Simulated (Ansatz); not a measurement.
A trial cell of Li, before relaxation:

Space group P6_3/mmc (No. 194). a = 3.912 Å, b = 3.912 Å, c = 9.957 Å, α = 90.00°, β = 90.00°, γ = 120.00°
| atom | site | symmetry | x | y | z |
| --- | --- | --- | --- | --- | --- |
| Li | 2a | -3m. | 0.0000 | 0.0000 | 0.5000 |
| Li | 4f | 3m. | 0.6667 | 0.3333 | 0.3798 |

All numbers below come from Ansatz 0.2.0, DFT PBE, scalar-relativistic, plane waves, PAW. Cutoff 420 eV, Gaussian smearing, Γ-centred meshes. Cell and atoms relax on a converged mesh. In metals the finer mesh still leaves noise of several meV/atom or more. The steps can't lower the symmetry of their start. No spin polarisation.

A guess keeps its type if space group and coordination stay and the shape of the cell changes little (axis ratios within about 15 %, angles within 6°); the volume may change.

Task: Will the relaxed cell still be of the starting type?

Result: It doesn't keep its type. The symmetry stays P6_3/mmc (No. 194). The volume per atom shrinks by 7.6 %, from 22.0 to 20.3 Å³. The shortest distance goes from 2.56 Å (Li–Li) to 2.77 Å (Li–Li). The ratio c/a of the conventional cell changes by a factor of 2.05. Counting neighbours within 15 % of an atom's shortest distance, the start has Li 4/6 and the end Li 10/12. In detail, at the end Li on a site of symmetry -3m has 12 Li at 3.00–3.07 Å; Li on a site of symmetry 3m has 1 Li at 2.77 Å and 9 Li at 3.00–3.07 Å.

```
CELL_PARAMETERS angstrom
2.99778 0.00000 0.00000
-1.49889 2.59615 0.00000
0.00000 0.00000 15.65780
ATOMIC_POSITIONS crystal
Li 0.00000 0.00000 0.50000
Li 0.00000 0.00000 0.00000
Li 0.66667 0.33333 0.33841
Li 0.33333 0.66667 0.66159
Li 0.33333 0.66667 0.83841
Li 0.66667 0.33333 0.16159
```

Energies count from the standard state of Li at the same level.

Task: At what energy does it end?

Result: +0.02 eV/atom. It lies above the standard state, so it could only be metastable.

The last run used a 15×15×4 mesh (in the run's order of axes) for its 6-atom cell and Gaussian smearing of 0.10 eV. For metals, differences of a few meV/atom aren't resolved. A later test with randomly moved atoms led to a structure 26 meV/atom lower, so this end is a saddle point or a shallow minimum.

In counts of neighbours, a slash parts the counts of unlike sites.
